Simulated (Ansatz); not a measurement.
Relaxed CaF2 (fluorite):

```xyz
6
Lattice="0.0000 5.5110 5.5110 2.7555 0.0000 2.7555 2.7555 2.7555 0.0000" Properties=species:S:1:pos:R:3 pbc="T T T"
Ca     0.0000     0.0000     0.0000
Ca     2.7555     5.5110     2.7555
F      1.3777     1.3777     1.3777
F      1.3777     4.1332     4.1332
F      4.1332     4.1332     4.1332
F      4.1332     6.8887     6.8887
```

The atoms are displaced by Q × the pattern below (from a DFPT mode at L = (0.5, 0.0, 0.0), largest move 1; Q in Å), at fixed cell. It is one choice among 2 degenerate patterns. (q is in reciprocal vectors of the primitive cell; the cell shown is doubled to hold the pattern.)

| atom | x | y | z |
|---|---|---|---|
| Ca1 | 0.285 | -0.520 | 0.805 |
| Ca2 | -0.285 | 0.520 | -0.805 |
| F3 | 0.139 | -0.253 | 0.391 |
| F4 | -0.139 | 0.253 | -0.391 |
| F5 | -0.139 | 0.253 | -0.391 |
| F6 | 0.139 | -0.253 | 0.391 |

These are PBE (plane waves to 420 eV, PAW, scalar-relativistic; Ansatz, a first-principles code) values and carry that method's errors. k mesh 5×10×10 (Γ-centred), Fermi-Dirac smearing 0.05 eV. The energy includes the smearing's −TS. CaF2 was relaxed with its symmetry unable to fall. ΔE is measured from the undisplaced structure.

```json
[
 {"Q (Å)": "-0.280", "ΔE (meV/cell)": "268.0"},
 {"Q (Å)": "-0.233", "ΔE (meV/cell)": "185.5"},
 {"Q (Å)": "-0.187", "ΔE (meV/cell)": "118.4"},
 {"Q (Å)": "-0.140", "ΔE (meV/cell)": "66.4"},
 {"Q (Å)": "-0.093", "ΔE (meV/cell)": "(withheld)"},
 {"Q (Å)": "-0.047", "ΔE (meV/cell)": "(withheld)"},
 {"Q (Å)": "0.000", "ΔE (meV/cell)": "0.0"},
 {"Q (Å)": "0.047", "ΔE (meV/cell)": "(withheld)"},
 {"Q (Å)": "0.093", "ΔE (meV/cell)": "(withheld)"},
 {"Q (Å)": "0.140", "ΔE (meV/cell)": "66.4"},
 {"Q (Å)": "0.187", "ΔE (meV/cell)": "118.4"},
 {"Q (Å)": "0.233", "ΔE (meV/cell)": "185.5"},
 {"Q (Å)": "0.280", "ΔE (meV/cell)": "268.0"}
]
```

### Question
What belongs in the gaps?

### Answer

- -0.093, ΔE (meV/cell): 29.5
- -0.047, ΔE (meV/cell): 7.4
- 0.047, ΔE (meV/cell): 7.4
- 0.093, ΔE (meV/cell): 29.5

(A displaced cell: forces are minus the slopes of the energy, force constants its curvatures, and phonons follow from these.)
